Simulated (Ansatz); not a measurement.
An input for Ansatz 0.2.0 (GaS (P6_3/mmc)):

```yaml
crystal:
  lattice:
    - [3.585, 0.0, 0.0]
    - [-1.7925, 3.1047010726, 0.0]
    - [0.0, 0.0, 15.5]
  atoms:
    - { symbol: Ga, position: [0.3333333333, 0.6666666667, 0.17] }
    - { symbol: Ga, position: [0.6666666667, 0.3333333333, 0.67] }
    - { symbol: Ga, position: [0.3333333333, 0.6666666667, 0.33] }
    - { symbol: Ga, position: [0.6666666667, 0.3333333333, 0.83] }
    - { symbol: S, position: [0.3333333333, 0.6666666667, 0.6] }
    - { symbol: S, position: [0.6666666667, 0.3333333333, 0.1] }
    - { symbol: S, position: [0.3333333333, 0.6666666667, 0.9] }
    - { symbol: S, position: [0.6666666667, 0.3333333333, 0.4] }
kpoints:
  mp_grid: { grid: [6, 6, 2] }
hamiltonian:
  xc: pbe
  pseudopotentials: { kind: nc }
scf:
  occupations: { method: fixed }
gw:
  n_empty_bands: 280
  ecut_chi: 80
  qp_bands: [v2, c2]
  qp_kpoints: band_edges
  screening: { model: contour_deformation }
  pair_densities: pseudo
```

```sh
ansatz run input.yaml --threads 2 --pin off --max-ram 73728MiB --backend cuda --events-out ev --progress --plain --runs-dir out --devices 1 --max-vram 13GiB
```

Q: How long will it take on 1 × NVIDIA H100 80GB HBM3 (shared by 6 runs) with 2 threads of AMD EPYC 7R13 (Zen 3), shared host, and how much memory?

It took 50 s; on shared hardware allow 25 s to 100 s. Peak host memory was 2.4 GiB. The sizes that set the cost: 14087 plane waves a state, 14 irreducible k points, 318 bands summed, 305 plane waves in the screening and 9 SCF cycles.

The screening grows as filled bands × empty bands × pairs of k points, times the square of the screening basis for the matrix.

[Paths, hosts, dates, memory and timing lines, banners, echoed tables and standing remarks are left out of the program output.]

[Logs are printed without paths, hosts, clocks, repeated set-up lines and the standing remarks that a program may print on its own settings, such as how far it seeks lower states.]

[Runs of the session that timed out or met a known fault of the program may be left out.]

[Cells called generated may have been cut or substituted from an entry of the Crystallography Open Database or the Materials Project.]

[Hosts, paths, dates, database ids (printed as entryN), source tags and the programs' standing remarks are cut or masked in the printed files.]
